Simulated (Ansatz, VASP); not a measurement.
# Ta2Cd2O7: VASP beside Ansatz, part 2 of 3

One calculation is typed for both programs; each brings its own data sets. How far apart do they land? The cell is taken from a series of runs on this material, whose earlier steps may have relaxed, scaled, displaced or heated it; both programs get it as it stands.

VASP 6.6.1 and Ansatz 0.2.0.

So far: The starting structure; Ansatz: relaxation of cell and atoms, PBEsol.

### Step 3. VASP: relaxation of cell and atoms, PBEsol

Level of this step: PBEsol; plane waves and PAW (Ta_pv, Cd, O) (VASP).

The same cell, functional, mesh and smearing now go to VASP, with its own data sets.

Lines of VASP's logs that name or quote its potential files are left out, and so is its time.

INCAR

```
SYSTEM = Ta2Cd2O7
PREC = Accurate
ENCUT = 600
EDIFF = 1E-07
NELM = 120
ISMEAR = 0
SIGMA = 0.02
LREAL = .FALSE.
ALGO = Normal
GGA = PS
NBANDS = 110
LASPH = .TRUE.
LORBIT = 11
LWAVE = .FALSE.
LCHARG = .FALSE.
ISIF = 3
IBRION = 2
NSW = 80
EDIFFG = -0.005
GGA_COMPAT = .FALSE.
NELMIN = 4
EFERMI = MIDGAP
KPAR = 4
```

POSCAR

```
Ta2Cd2O7
1.0
    0.0000000000      5.1900000000      5.1900000000
    5.1900000000      0.0000000000      5.1900000000
    5.1900000000      5.1900000000      0.0000000000
Ta Cd O
4 4 14
Direct
    0.1250000000      0.1250000000      0.1250000000
    0.6250000000      0.1250000000      0.1250000000
    0.1250000000      0.1250000000      0.6250000000
    0.1250000000      0.6250000000      0.1250000000
    0.6250000000      0.6250000000      0.6250000000
    0.1250000000      0.6250000000      0.6250000000
    0.6250000000      0.6250000000      0.1250000000
    0.6250000000      0.1250000000      0.6250000000
    0.5000000000      0.5000000000      0.5000000000
    0.7500000000      0.7500000000      0.7500000000
    0.8000000000      0.2000000000      0.2000000000
    0.4500000000      0.0500000000      0.4500000000
    0.2000000000      0.8000000000      0.8000000000
    0.0500000000      0.4500000000      0.0500000000
    0.2000000000      0.8000000000      0.2000000000
    0.4500000000      0.4500000000      0.0500000000
    0.8000000000      0.2000000000      0.8000000000
    0.0500000000      0.0500000000      0.4500000000
    0.4500000000      0.0500000000      0.0500000000
    0.2000000000      0.2000000000      0.8000000000
    0.0500000000      0.4500000000      0.4500000000
    0.8000000000      0.8000000000      0.2000000000
```

KPOINTS

```
Automatic mesh
0
Gamma
4 4 4
0 0 0
```

The projector-augmented-wave data sets are Ta_pv, Cd and O (PBE family, release 64).

Run with:

```console
$ mpirun -np 4 vasp_std
```

Numbers of over 12 decimals in the logs are rounded to 6 here.

Log:

```text
[banner, memory and clock lines left out]
running    4 mpi-ranks, on    1 nodes
 distrk:  each k-point on    1 cores,    4 groups
 distr:  one band on    1 cores,    1 groups

 POSCAR found type information on POSCAR TaCdO
 POSCAR found :  3 types and      22 ions
|                                                                             |
|               ----> ADVICE to this user running VASP <----                  |
|                                                                             |
|     You have a (more or less) 'large supercell' and for larger cells it     |
|     might be more efficient to use real-space projection operators.         |
|     Therefore, try LREAL= Auto in the INCAR file.                           |
|     Mind: For very accurate calculation, you might also keep the            |
|     reciprocal projection scheme (i.e. LREAL=.FALSE.).                      |
|                                                                             |

|                                                                             |
|               ----> ADVICE to this user running VASP <----                  |
|                                                                             |
|     You enforced a specific xc type in the INCAR file but a different       |
|     [... a line on the potential file left out ...]
|     I HOPE YOU KNOW WHAT YOU ARE DOING!                                     |
|                                                                             |

 LDA part: xc-table for (Slater+PW92), standard interpolation
 POSCAR, INCAR and KPOINTS ok, starting setup
 FFT: planning ... GRIDC
 FFT: planning ... GRID_SOFT
 FFT: planning ... GRID
 WAVECAR not read
 entering main loop
       N       E                     dE             d eps       ncg     rms          rms(c)
DAV:   1     0.185287414568E+04    0.18529E+04   -0.10399E+05  1768   0.182E+03
DAV:   2    -0.299020955267E+02   -0.18828E+04   -0.17776E+04  1912   0.493E+02
DAV:   3    -0.206889949001E+03   -0.17699E+03   -0.17456E+03  2016   0.154E+02
DAV:   4    -0.210639291483E+03   -0.37493E+01   -0.37350E+01  1992   0.240E+01
DAV:   5    -0.210692357752E+03   -0.53066E-01   -0.53031E-01  2000   0.263E+00    0.680E+01
DAV:   6    -0.178453571919E+03    0.32239E+02   -0.15570E+02  2298   0.631E+01    0.289E+01
DAV:   7    -0.177838624194E+03    0.61495E+00   -0.13068E+01  1986   0.152E+01    0.182E+01
DAV:   8    -0.177438622222E+03    0.40000E+00   -0.17020E+00  2120   0.692E+00    0.250E+00
DAV:   9    -0.177378112444E+03    0.60510E-01   -0.26522E-01  2216   0.227E+00    0.118E+00
DAV:  10    -0.177377126118E+03    0.98633E-03   -0.41545E-02  1872   0.723E-01    0.458E-01
DAV:  11    -0.177377572892E+03   -0.44677E-03   -0.52240E-03  2008   0.291E-01    0.163E-01
DAV:  12    -0.177377812788E+03   -0.23990E-03   -0.14897E-03  2128   0.167E-01    0.636E-02
DAV:  13    -0.177377816715E+03   -0.39279E-05   -0.21124E-04  1920   0.586E-02    0.265E-02
DAV:  14    -0.177377821224E+03   -0.45083E-05   -0.30113E-05  1944   0.180E-02    0.101E-02
DAV:  15    -0.177377821951E+03   -0.72762E-06   -0.16182E-06  1960   0.590E-03    0.400E-03
DAV:  16    -0.177377821935E+03    0.15971E-07   -0.36765E-07  1624   0.280E-03
   1 F= -.17737782E+03 E0= -.17737782E+03  d E =-.177378E+03
[...]
2 F= -.17742489E+03 E0= -.17742489E+03  d E =-.470652E-01
[...]
3 F= -.17760851E+03 E0= -.17760851E+03  d E =-.230685E+00
[...]
4 F= -.17776053E+03 E0= -.17776053E+03  d E =-.152021E+00
 trial-energy change:   -0.152021  1 .order   -0.152106   -0.224009   -0.080202
 step:   1.4127(harm=  1.4127)  dis= 0.04556  next Energy=  -177.782977 (dE=-0.174E+00)
 bond charge predicted
       N       E                     dE             d eps       ncg     rms          rms(c)
DAV:   1    -0.177878740764E+03   -0.11821E+00   -0.20853E+01  1784   0.170E+01    0.254E+00
DAV:   2    -0.177804054818E+03    0.74686E-01   -0.59970E-01  1978   0.313E+00    0.108E+00
DAV:   3    -0.177785879467E+03    0.18175E-01   -0.36838E-02  2028   0.925E-01    0.637E-01
DAV:   4    -0.177783812335E+03    0.20671E-02   -0.84876E-03  1936   0.344E-01    0.349E-01
DAV:   5    -0.177783619148E+03    0.19319E-03   -0.78546E-04  2096   0.124E-01    0.162E-01
DAV:   6    -0.177783596061E+03    0.23087E-04   -0.28293E-04  1868   0.554E-02    0.312E-02
DAV:   7    -0.177783591152E+03    0.49085E-05   -0.28005E-05  1928   0.184E-02    0.169E-02
DAV:   8    -0.177783590966E+03    0.18634E-06   -0.44832E-06  1922   0.758E-03    0.371E-03
DAV:   9    -0.177783590990E+03   -0.23490E-07   -0.51955E-07  1696   0.402E-03
   5 F= -.17778359E+03 E0= -.17778359E+03  d E =-.175084E+00
 curvature:  -0.90 expect dE=-0.336E-04 dE for cont linesearch -0.248E-04
 trial: gam=-0.01219 g(F)=  0.120E-04 g(S)=  0.254E-04 ort = 0.294E-02 (trialstep = 0.101E+01)
 search vector abs. value=  0.123E-04
 reached required accuracy - stopping structural energy minimisation
```

Parts of OUTCAR (step 3):

```text
ion  position               nearest neighbor table
   1  0.125  0.125  0.125-  11 1.99  14 1.99  15 1.99  18 1.99  19 1.99  20 1.99   6 3.67   8 3.67
                             6 3.67   7 3.67   7 3.67   8 3.67
   2  0.625  0.125  0.125-  11 1.99  12 1.99  16 1.99  17 1.99  19 1.99  22 1.99   7 3.67   8 3.67
                             5 3.67   8 3.67   5 3.67   7 3.67
   3  0.125  0.125  0.625-  12 1.99  13 1.99  17 1.99  18 1.99  20 1.99  21 1.99   6 3.67   8 3.67
                             5 3.67   6 3.67   5 3.67   8 3.67
   4  0.125  0.625  0.125-  13 1.99  14 1.99  15 1.99  16 1.99  21 1.99  22 1.99   6 3.67   7 3.67
                             5 3.67   6 3.67   5 3.67   7 3.67
   5  0.625  0.625  0.625-   9 2.25  10 2.25  12 2.58  13 2.58  16 2.58  17 2.58  21 2.58  22 2.58
                             8 3.67   6 3.67   7 3.67   2 3.67   4 3.67   7 3.67   2 3.67   3 3.67
   6  0.125  0.625  0.625-   9 2.25  10 2.25  13 2.58  14 2.58  15 2.58  18 2.58  20 2.58  21 2.58
                             5 3.67   3 3.67   4 3.67   1 3.67   4 3.67   7 3.67   1 3.67   3 3.67
   7  0.625  0.625  0.125-   9 2.25  10 2.25  11 2.58  14 2.58  15 2.58  16 2.58  19 2.58  22 2.58
                             5 3.67   2 3.67   4 3.67   5 3.67   6 3.67   8 3.67   1 3.67   2 3.67
   8  0.625  0.125  0.625-   9 2.25  10 2.25  11 2.58  12 2.58  17 2.58  18 2.58  19 2.58  20 2.58
                             5 3.67   2 3.67   3 3.67   1 3.67   2 3.67   7 3.67   5 3.67   6 3.67
   9  0.500  0.500  0.500-   5 2.25   6 2.25   7 2.25   8 2.25
  10  0.750  0.750  0.750-   5 2.25   6 2.25   7 2.25   8 2.25
  11  0.800  0.200  0.200-   1 1.99   2 1.99   7 2.58   8 2.58
  12  0.450  0.050  0.450-   2 1.99   3 1.99   5 2.58   8 2.58
  13  0.200  0.800  0.800-   3 1.99   4 1.99   5 2.58   6 2.58
  14  0.050  0.450  0.050-   1 1.99   4 1.99   6 2.58   7 2.58
  15  0.200  0.800  0.200-   1 1.99   4 1.99   6 2.58   7 2.58
  16  0.450  0.450  0.050-   2 1.99   4 1.99   5 2.58   7 2.58
  17  0.800  0.200  0.800-   2 1.99   3 1.99   5 2.58   8 2.58
  18  0.050  0.050  0.450-   1 1.99   3 1.99   6 2.58   8 2.58
  19  0.450  0.050  0.050-   1 1.99   2 1.99   7 2.58   8 2.58
  20  0.200  0.200  0.800-   1 1.99   3 1.99   6 2.58   8 2.58
  21  0.050  0.450  0.450-   3 1.99   4 1.99   5 2.58   6 2.58
  22  0.800  0.800  0.200-   2 1.99   4 1.99   5 2.58   7 2.58

  LATTYP: Found a face centered cubic cell.
 ALAT       =    10.3800000000

 Subroutine GETGRP returns: Found 48 space group operations
 (whereof 24 operations were pure point group operations)

The static configuration has the point symmetry T_d .
 The point group associated with its full space group is O_h .

 Found      8 irreducible k-points:

   k-points           NKPTS =      8   k-points in BZ     NKDIM =      8   number of bands    NBANDS=    110

   dimension x,y,z NGX =    60 NGY =   60 NGZ =   60
   dimension x,y,z NGXF=   120 NGYF=  120 NGZF=  120

   ENCUT  =  600.0 eV  44.10 Ry    6.64 a.u.  14.66 14.66 14.66*2*pi/ulx,y,z

   NELECT =     176.0000    total number of electrons

 k-points in reciprocal lattice and weights: Automatic mesh
   0.00000000  0.00000000  0.00000000       0.016
   0.25000000  0.00000000  0.00000000       0.125
   0.50000000  0.00000000  0.00000000       0.062
   0.25000000  0.25000000  0.00000000       0.094
   0.50000000  0.25000000  0.00000000       0.375
  -0.25000000  0.25000000  0.00000000       0.188
   0.50000000  0.50000000  0.00000000       0.047
  -0.25000000  0.50000000  0.25000000       0.094

 average (electrostatic) potential at core
       1 -40.4374       2 -40.4374       3 -40.4374       4 -40.4374       5 -37.5939
       6 -37.5939       7 -37.5939       8 -37.5939       9 -71.8177      10 -71.8177
      11 -72.1793      12 -72.1793      13 -72.1793      14 -72.1793      15 -72.1793
      16 -72.1793      17 -72.1793      18 -72.1793      19 -72.1793      20 -72.1793
      21 -72.1793      22 -72.1793

 E-fermi :   2.2300

 k-point     1 :       0.0000    0.0000    0.0000
  band No.  band energies     occupation
    ...
     84       0.6706      2.00000
     85       0.6706      2.00000
     86       0.8455      2.00000
     87       0.8455      2.00000
     88       0.8455      2.00000
     89       3.2317      0.00000
     90       5.0756      0.00000
     91       5.0756      0.00000
     92       5.4156      0.00000
     93       5.4156      0.00000
    ...

 k-point     2 :       0.2500    0.0000    0.0000
  band No.  band energies     occupation
    ...
     84       0.7572      2.00000
     85       0.7755      2.00000
     86       0.7755      2.00000
     87       1.0745      2.00000
     88       1.0745      2.00000
     89       3.9014      0.00000
     90       5.2782      0.00000
     91       5.2782      0.00000
     92       5.5437      0.00000
     93       5.5437      0.00000
    ...

 k-point     3 :       0.5000    0.0000    0.0000
  band No.  band energies     occupation
    ...
     84       0.9173      2.00000
     85       0.9173      2.00000
     86       1.0734      2.00000
     87       1.2282      2.00000
     88       1.2282      2.00000
     89       4.7582      0.00000
     90       5.3448      0.00000
     91       5.3585      0.00000
     92       5.3585      0.00000
     93       5.3727      0.00000
    ...

  Total        0.0621510      0.0621510      0.0621510     -0.0000000     -0.0000000     -0.0000000
  in kB        0.3552379      0.3552379      0.3552379     -0.0000000     -0.0000000     -0.0000000
  external PRESSURE =       0.3552379 kB  Pullay stress =       0.0000000 kB

  energy-cutoff  :      600.00
  volume of cell :      280.31
      direct lattice vectors                 reciprocal lattice vectors
    -0.000000000  5.194411565  5.194411565    -0.096257294  0.096257294  0.096257294
     5.194411565 -0.000000000  5.194411565     0.096257294 -0.096257294  0.096257294
     5.194411565  5.194411565 -0.000000000     0.096257294  0.096257294 -0.096257294

 POSITION                                       TOTAL-FORCE (eV/Angst)
 -----------------------------------------------------------------------------------
      1.29860      1.29860      1.29860         0.000000      0.000000      0.000000
      1.29860      3.89581      3.89581         0.000000      0.000000      0.000000
      3.89581      3.89581      1.29860         0.000000      0.000000      0.000000
      3.89581      1.29860      3.89581         0.000000      0.000000      0.000000
      6.49301      6.49301      6.49301         0.000000      0.000000      0.000000
      6.49301      3.89581      3.89581         0.000000      0.000000      0.000000
      3.89581      3.89581      6.49301         0.000000      0.000000      0.000000
      3.89581      6.49301      3.89581         0.000000      0.000000      0.000000
      5.19441      5.19441      5.19441         0.000000      0.000000      0.000000
      7.79162      7.79162      7.79162         0.000000      0.000000      0.000000
      2.00723      5.19441      5.19441        -0.004550      0.000000      0.000000
      2.59721      4.60444      2.59721         0.000000     -0.004550      0.000000
      8.38159      5.19441      5.19441         0.004550      0.000000      0.000000
      2.59721      0.58998      2.59721         0.000000      0.004550      0.000000
      5.19441      2.00723      5.19441         0.000000     -0.004550      0.000000
      2.59721      2.59721      4.60444         0.000000      0.000000     -0.004550
      5.19441      8.38159      5.19441         0.000000      0.004550      0.000000
      2.59721      2.59721      0.58998         0.000000      0.000000      0.004550
      0.58998      2.59721      2.59721         0.004550      0.000000      0.000000
      5.19441      5.19441      2.00723         0.000000      0.000000     -0.004550
      4.60444      2.59721      2.59721        -0.004550      0.000000      0.000000
      5.19441      5.19441      8.38159         0.000000      0.000000      0.004550
 -----------------------------------------------------------------------------------
    total drift:                                0.000000      0.000000      0.000000

  FREE ENERGIE OF THE ION-ELECTRON SYSTEM (eV)
  ---------------------------------------------------
  free  energy   TOTEN  =      -177.7835909896 eV

  energy  without entropy=     -177.7835909896  energy(sigma->0) =     -177.78359099

 reached required accuracy - stopping structural energy minimisation

 total charge
# of ion       s       p       d       tot
------------------------------------------
    1        0.369   6.392   2.105   8.866
    2        0.369   6.392   2.105   8.866
    3        0.369   6.392   2.105   8.866
    4        0.369   6.392   2.105   8.866
    5        0.311   0.195   9.628  10.134
    6        0.311   0.195   9.628  10.134
    7        0.311   0.195   9.628  10.134
    8        0.311   0.195   9.628  10.134
    9        1.550   3.327   0.000   4.877
   10        1.550   3.327   0.000   4.877
   11        1.562   3.506   0.000   5.068
   12        1.562   3.506   0.000   5.068
   13        1.562   3.506   0.000   5.068
   14        1.562   3.506   0.000   5.068
   15        1.562   3.506   0.000   5.068
   16        1.562   3.506   0.000   5.068
   17        1.562   3.506   0.000   5.068
   18        1.562   3.506   0.000   5.068
   19        1.562   3.506   0.000   5.068
   20        1.562   3.506   0.000   5.068
   21        1.562   3.506   0.000   5.068
   22        1.562   3.506   0.000   5.068
--------------------------------------------------
tot         24.564  75.075  46.933 146.572

[... 3 further parts left out ...]
```

CONTCAR:

```
Ta2Cd2O7
   1.00000000000000
    -0.0000000000000000    5.1944115645831852    5.1944115645831852
     5.1944115645831852   -0.0000000000000000    5.1944115645831852
     5.1944115645831852    5.1944115645831852   -0.0000000000000000
  Ta              Cd              O
     4     4    14
Direct
     0.1250000000000000    0.1250000000000000    0.1250000000000000
     0.6250000000000000    0.1250000000000000    0.1250000000000000
     0.1250000000000000    0.1250000000000000    0.6250000000000000
     0.1250000000000000    0.6250000000000000    0.1250000000000000
     0.6250000000000000    0.6250000000000000    0.6250000000000000
     0.1250000000000000    0.6250000000000000    0.6250000000000000
     0.6250000000000000    0.6250000000000000    0.1250000000000000
     0.6250000000000000    0.1250000000000000    0.6250000000000000
     0.5000000000000000    0.5000000000000000    0.5000000000000000
     0.7500000000000000    0.7500000000000000    0.7500000000000000
     0.8067894032270221    0.1932105967729778    0.1932105967729778
     0.4432105967729779    0.0567894032270221    0.4432105967729779
     0.1932105967729778    0.8067894032270221    0.8067894032270221
     0.0567894032270221    0.4432105967729779    0.0567894032270221
     0.1932105967729778    0.8067894032270221    0.1932105967729778
     0.4432105967729779    0.4432105967729779    0.0567894032270221
     0.8067894032270221    0.1932105967729778    0.8067894032270221
     0.0567894032270221    0.0567894032270221    0.4432105967729779
     0.4432105967729779    0.0567894032270221    0.0567894032270221
     0.1932105967729778    0.1932105967729778    0.8067894032270221
     0.0567894032270221    0.4432105967729779    0.4432105967729779
     0.8067894032270221    0.8067894032270221    0.1932105967729778
```

The run keeps the 48 symmetry operations of its start, so it cannot find a distortion of lower symmetry.

### Step 4. Comparison

Known differences besides the potentials themselves: the data sets hold 216 valence electrons in Ansatz (on its default PAW (the set named soft_2) files) and 176 in VASP; the cutoff is 420 eV in Ansatz and 600 eV in VASP; Ansatz makes its cores anew for this functional, VASP keeps those of its PBE data sets. Total energies have different zeros and are not compared.

Both answers:

| quantity | Ansatz | VASP | difference |
| --- | --- | --- | --- |
| volume (Å³) | 279.27 | 280.31 | -0.37 % |
| edge a after relaxation, in the typed setting (Å) | 7.337 | 7.346 | -0.12 % |

[end of part 2 of 3]

[Lines on the potential files, build, host, timing and source positions are cut from VASP's logs without a mark.]

[Logs are printed without paths, hosts, clocks, repeated set-up lines and the standing remarks that a program may print on its own settings, such as how far it seeks lower states.]

[Hosts, paths, dates, database ids (printed as entryN), source tags and the programs' standing remarks are cut or masked in the printed files.]
